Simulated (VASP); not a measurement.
Write the native input for VASP 6.6.1 that does the following.

```
Task                               : band structure
Functional                         : HSE06
Potentials or basis                : VASP PAW PBE potentials, release 64 (Se, W_sv)
Cutoff                             : 520 eV
k mesh                             : 6 × 6 × 1
Occupations                        : gaussian, width 0.03 eV
Spin                               : spin-orbit coupling, no magnetisation
Grid for exact exchange (PRECFOCK) : Fast
Dipole correction                  : yes
Screening parameter                : 0.2 1/A
Further INCAR settings             : ALGO = Normal; EDIFF = 1e-07; NBANDS = 41
```

Slab: WSe2, a slab with vacuum.

```
Se W
1.0
     3.28725    0.00000    0.00000
    -1.64363    2.84684    0.00000
     0.00000    0.00000   21.34626
Se W
2 1
Direct
  0.33333 0.66667 0.42099
  0.33333 0.66667 0.57901
  0.66667 0.33333 0.50000
```

One way to write it, as run:

POSCAR

```
WSe2                                    
1.0
    3.2872502754      0.0000000000      0.0000000000
   -1.6436251377      2.8468422486      0.0000000000
    0.0000000000      0.0000000000     21.3462600000
  Se              W             
     2     1
Direct
     0.3333333300000021    0.6666666699999979    0.4209905797979374
     0.3333333300000021    0.6666666699999979    0.5790094202020626
     0.6666666699999979    0.3333333300000021    0.5000000000000000
```

INCAR.step1

```
PREC = Accurate ; ENCUT = 520
EDIFF = 1E-5 ; ISMEAR = 0
SIGMA = 0.03 ; LREAL = F
LASPH = T ; NELM = 80
ALGO = Normal ; ISIF = 2
LWAVE = T ; LCHARG = F
LNONCOLLINEAR = T ; MAGMOM = 0 0 0 0 0 0 0 0 0
LORBIT = 11 ; LSORBIT = T
GGA_COMPAT = F ; LMAXMIX = 4
LDIPOL = T ; IDIPOL = 3
DIPOL = 0.5 0.5 0.500 ; NBANDS = 41
LVHAR = T ; LVACPOTAV = T
GGA = PE
```

INCAR.step2

```
PREC = Accurate ; ENCUT = 520
EDIFF = 1E-7 ; ISMEAR = 0
SIGMA = 0.03 ; LREAL = F
LASPH = T ; NELM = 80
ALGO = Normal ; ISIF = 2
LWAVE = F ; LCHARG = F
LNONCOLLINEAR = T ; MAGMOM = 0 0 0 0 0 0 0 0 0
LORBIT = 11 ; LSORBIT = T
GGA_COMPAT = F ; LMAXMIX = 4
LDIPOL = T ; IDIPOL = 3
DIPOL = 0.5 0.5 0.500 ; GGA = PE
LHFCALC = T ; HFSCREEN = 0.2
PRECFOCK = Fast ; NBANDS = 41
LVHAR = T ; LVACPOTAV = T
ISTART = 1
```

KPOINTS

```
regular mesh
0
Gamma
  6 6 1
```

KPOINTS_OPT

```
explicit points
3
Reciprocal
 0.0000000000  0.0000000000  0.0000000000 1
 0.5000000000  0.0000000000  0.0000000000 1
 0.3333333300  0.3333333300  0.0000000000 1
```

Potentials or basis: VASP PAW PBE potentials, release 64 (Se, W_sv).

Run with:

```bash
$ cat potpaw_PBE.64/Se/POTCAR potpaw_PBE.64/W_sv/POTCAR > POTCAR
$ cp INCAR.step1 INCAR
$ mpirun -np 8 vasp_ncl > vasp.out
$ cp INCAR.step2 INCAR
$ mpirun -np 8 vasp_ncl > vasp.out
```

It gave:

```json
{
 "Largest force": "0.472 eV/Å",
 "Valence electrons inside the program's atomic spheres": "Se 3.94; W 11.93",
 "Work function of the upper face": "4.99 eV",
 "Work function of the lower face": "4.99 eV"
}
```

Caveat: the k mesh is coarse (spacing up to 0.37 Å⁻¹), so the values aren't converged, least of all with exact exchange; the PAW data sets were made with another functional, which shifts forces and pressure a little.

Wall time 16 min on 8 MPI ranks on AMD EPYC 9R45 96-Core Processor (Zen 5), with other jobs on the host, peak memory 0.49 GiB a rank.
